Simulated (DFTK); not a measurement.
Runs of DFTK 0.8.2 on GaAs. The structure is cubic, space group F-43m (No. 216). Conventional cell: a = 5.654 Å, b = 5.654 Å, c = 5.654 Å, α = 90.00°, β = 90.00°, γ = 90.00°. As (site symmetry -43m) has 4 Ga at 2.45 Å as nearest neighbours. Around Ga (site symmetry -43m) lie 4 As at 2.45 Å. 

```csv
task,level,potentials or basis,k mesh,cutoff (eV),valence electrons,gap on the mesh (eV),pressure (GPa),V0 of scaled cells (Å³/atom),B0 (GPa)
band structure,r2SCAN,"in-house norm-conserving set (r2SCAN, scalar relativistic)",5 × 5 × 5,1225,"As 15, Ga 13",(a),(b),-,-
equation of state,PBEsol,"cp2k.nc.sr.pbe.v0_1.largecore.gth (PBE, GTH, large core)",8 × 8 × 8,544,"As 5, Ga 3",-,-,23.36,62
equation of state,PBE,dojo.nc.sr.pbe.v0_4_1.standard.upf (PBE),8 × 8 × 8,1143,"As 15, Ga 13",-,-,23.74,61
band structure,r2SCAN,SG15 1.2 (PBE),5 × 5 × 5,1225,"As 5, Ga 13",0.59,(c),-,-
single point,PBE,dojo.nc.sr.pbe.v0_4_1.standard.upf (PBE),8 × 8 × 8,1143,"As 15, Ga 13",0.52,3.4,-,-
```

Alike in all rows: no spin polarisation; cell as given; smearing fermi-dirac 0.05 eV.

Question: Estimate the missing entries.

Answer: (a) 1.02; (b) 0.6; (c) 0.2.

Caveats: the potentials were made for another functional, which shifts forces and pressure (some runs); GTH potentials come without recommended cutoffs, and this one wasn't checked for convergence (some runs); this set keeps more shells in the core, which shifts pressures and gaps (some runs); the program warned that the kinetic-energy density falls under its von Weizsäcker bound, which can give unphysical results (some runs).

A k mesh can miss the band edges, and the runs leave out spin-orbit coupling on As, Ga.
